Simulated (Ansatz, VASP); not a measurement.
## ZnS: VASP beside Ansatz

```xyz
2
Lattice="0.0000 2.7212 2.7212 2.7212 0.0000 2.7212 2.7212 2.7212 0.0000" Properties=species:S:1:pos:R:3 pbc="T T T"
Zn    0.0000    0.0000    0.0000
S     1.3606    1.3606    1.3606
```

Alike in both runs: functional PBE; k mesh 8 × 8 × 8; occupations gaussian, width 0.02 eV; no spin polarisation.

Ansatz relaxed the structure, and its values are those at the end. VASP's run is a single point on that final structure, the one shown.

|  | VASP | Ansatz |
| --- | --- | --- |
| version | VASP 6.6.1 | Ansatz 0.2.0 |
| potentials or method | VASP PAW PBE potentials, release 64 (Zn, S) | scalar-relativistic, plane waves, PAW |
| plane-wave cutoff (eV) | 520 | 420 |
| valence electrons in the cell | 18 | 18 |

|  | VASP | Ansatz | Ansatz less VASP |
| --- | --- | --- | --- |
| gap on the k mesh at the Fermi level (eV) | 2.02 | 2.02 | -0.004 |
| least direct gap on the mesh (eV) | 2.02 | 2.02 | -0.004 |
| pressure (GPa) | 0.2 | 0.0 | -0.15 |

As with any semilocal functional, this PBE gap is likely too small.
